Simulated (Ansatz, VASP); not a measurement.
# Ni: VASP beside Ansatz

```
Ni
1.0
    -1.27302    1.27302    1.38372
     1.27302   -1.27302    1.38372
     1.27302    1.27302   -1.38372
Ni
1
Direct
  0.00000 0.00000 0.00000
```

Change from the starting cell: strain -0.080 along x and y, +0.000 along z, atoms carried along.

Alike in both runs: task single point; functional PBE; k mesh 24 × 24 × 24; occupations gaussian, width 0.15 eV; collinear spin.

```csv
,VASP,Ansatz
version,VASP 6.6.1,Ansatz 0.2.0
potentials or method,"VASP PAW PBE potentials, release 64 (Ni)","scalar-relativistic, plane waves, PAW"
plane-wave cutoff (eV),520,420
valence electrons in the cell,10,18
```

|  | VASP | Ansatz | Ansatz less VASP |
| --- | --- | --- | --- |
| gap on the k mesh at the Fermi level (eV) | none | none | - |
| pressure (GPa) | 61.7 | 62.5 | +0.85 |
| largest component of the traceless stress (GPa) | 4.23 | 4.47 | +0.244 |
| net moment per atom (μB) | 0.30 | 0.31 | +0.007 |
| size of the moment on the site where the two differ most (μB) | 0.30 | 0.32 | +0.023 |

Site moments also hang on the region over which each program counts them. A gap of «none» marks a metal or a gap that the smearing closes. The two sets of potentials don't hold the same shells in valence.

Caveats: the cell as given lies far from equilibrium; so large a pressure means that the cell lies far from this level's equilibrium, or that cutoff or potentials fall short (VASP).
